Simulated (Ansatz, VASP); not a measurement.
# Cs: VASP beside Ansatz

```
CELL_PARAMETERS angstrom
4.55440 0.00000 0.00000
-2.27720 3.94423 0.00000
0.00000 0.00000 7.37813
ATOMIC_POSITIONS crystal
Cs 0.33333 0.66667 0.25000
Cs 0.66667 0.33333 0.75000
```

Alike in both runs: functional PBEsol; k mesh 8 × 8 × 5; occupations fermi-dirac, width 0.08 eV; no spin polarisation.

Ansatz relaxed the structure, and its values are those at the end. VASP's run is a single point on that final structure, the one shown.

|  | VASP | Ansatz |
| --- | --- | --- |
| version | VASP 6.6.1 | Ansatz 0.2.0 |
| potentials or method | VASP PAW PBE potentials, release 64 (Cs_sv) | PAW with Ansatz's default frozen-core files, scalar-relativistic |
| plane-wave cutoff (eV) | 520 | 420 |
| valence electrons in the cell | 18 | 18 |

```tsv
	VASP	Ansatz	Ansatz less VASP
pressure (GPa)	2.0	2.0	+0.01
```

With one functional, cell and mesh, what is left measures potentials, basis and numerics.

Caveats: the PAW data sets were made with another functional, which shifts forces and pressure a little (VASP). Spin-orbit coupling is left out, which matters for the levels of Cs.
